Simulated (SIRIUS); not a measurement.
Bi: single point with PBEsol

Bi:

```xyz
2
Lattice="2.2675 1.3091 3.9380 -2.2675 1.3091 3.9380 0.0000 -2.6183 3.9380" Properties=species:S:1:pos:R:3 pbc="T T T"
Bi    0.0000    0.0000    9.0495
Bi    0.0000    0.0000    2.7645
```

```json
{
 "Program": "SIRIUS 7.12.0",
 "Task": "single point",
 "Functional": "PBEsol",
 "Potentials or basis": "PseudoDojo 0.4.1 PBEsol standard (scalar relativistic)",
 "Cutoff": "915 eV",
 "Density cutoff": "3659 eV",
 "k mesh": "7 × 7 × 7",
 "Occupations": "fermi-dirac, width 0.05 eV",
 "Spin": "no spin polarisation"
}
```

```yaml
Pressure: -0.3 GPa
Largest_force: 0.148 eV/Å
Band_gap_on_the_k_mesh: 0.26 eV
```

Forces on the atoms (eV/Å):
```
Bi   0.000  0.000 -0.148
Bi   0.000  0.000  0.148
```

Stress tensor (GPa, compression positive):
```
-0.22  0.00  0.00
 0.00 -0.22  0.00
 0.00  0.00 -0.48
```

Run time: 67 s on 1 thread of AMD EPYC 7R43 64-Core Processor (Zen 3), on a shared host, peak memory 0.43 GiB.

Caveat: spin-orbit coupling is left out, which as a rule narrows the gap of such compounds by several tenths of an eV; an odd mesh through Γ misses points on the zone boundary, where band edges often lie.
